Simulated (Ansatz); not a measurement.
Equation of state of TiS$_{2}$

```cif
data_structure
_symmetry_space_group_name_H-M 'P-3m1'
_symmetry_Int_Tables_number 164
_cell_length_a 3.4120
_cell_length_b 3.4120
_cell_length_c 5.6950
_cell_angle_alpha 90.000
_cell_angle_beta 90.000
_cell_angle_gamma 120.000
_cell_volume 57.42
loop_
_atom_site_label
_atom_site_type_symbol
_atom_site_symmetry_multiplicity
_atom_site_Wyckoff_symbol
_atom_site_fract_x
_atom_site_fract_y
_atom_site_fract_z
_atom_site_occupancy
Ti1 Ti 1 a 0.00000 0.00000 0.00000 1
S1 S 2 d 0.33333 0.66667 0.25000 1
```

The runs use the primitive cell with vectors (3.412, 0.000, 0.000), (-1.706, 2.955, 0.000), (0.000, 0.000, 5.695) Å, to which the k mesh refers.

The cell is COD entry 1537865, as deposited and not checked against the literature; nothing was relaxed. It is an old determination, and later ones may differ.

Methods: DFT, PBE, all-electron LAPW, scalar-relativistic (Ansatz 0.2.0); DFT, PBE, PAW with Ansatz's default frozen-core files, scalar-relativistic (Ansatz 0.2.0).

For LAPW: a Γ-centred 14×14×7 k mesh, Fermi–Dirac smearing of 0.05 eV, basis error target 1 meV/atom, no spin polarisation. PAW takes a cutoff of 420 eV at this cell. The Ansatz runs share mesh, smearing and spin set-up. Plane-wave (PAW) pressures include the program's estimate of the Pulay term.

The cell above is scaled evenly, with fractional coordinates and shape held.

```
V/V(cell)  V (Å³/atom)  P, LAPW (GPa)  P, PAW (GPa)  free energy over the lowest listed, PAW (meV/atom)
   0.9400       17.991              ?             ?                                                   ?
   0.9600       18.374           4.74          4.72                                                11.9
   0.9800       18.756           2.47          2.45                                                 3.4
   0.9900       18.948           1.41          1.40                                                 1.1
   1.0000       19.139           0.41          0.40                                                 0.0
   1.0100       19.330          -0.54         -0.55                                                 0.1
   1.0200       19.522          -1.44         -1.45                                                 1.3
   1.0400       19.905          -3.13         -3.14                                                 6.8
   1.0600       20.287          -4.65         -4.66                                                16.2
```

(1) Fill in the row V/V(cell) = 0.9400.

(2) What do Birch–Murnaghan fits to the pressures give?

## Answers

(1) P, LAPW (GPa) = 7.24, P, PAW (GPa) = 7.23, free energy over the lowest listed, PAW (meV/atom) = 26.1.

(2) LAPW: V0 = 19.22 Å³/atom, B0 = 96 GPa, B0′ = 4.0; PAW: V0 = 19.22 Å³/atom, B0 = 96 GPa, B0′ = 4.0.
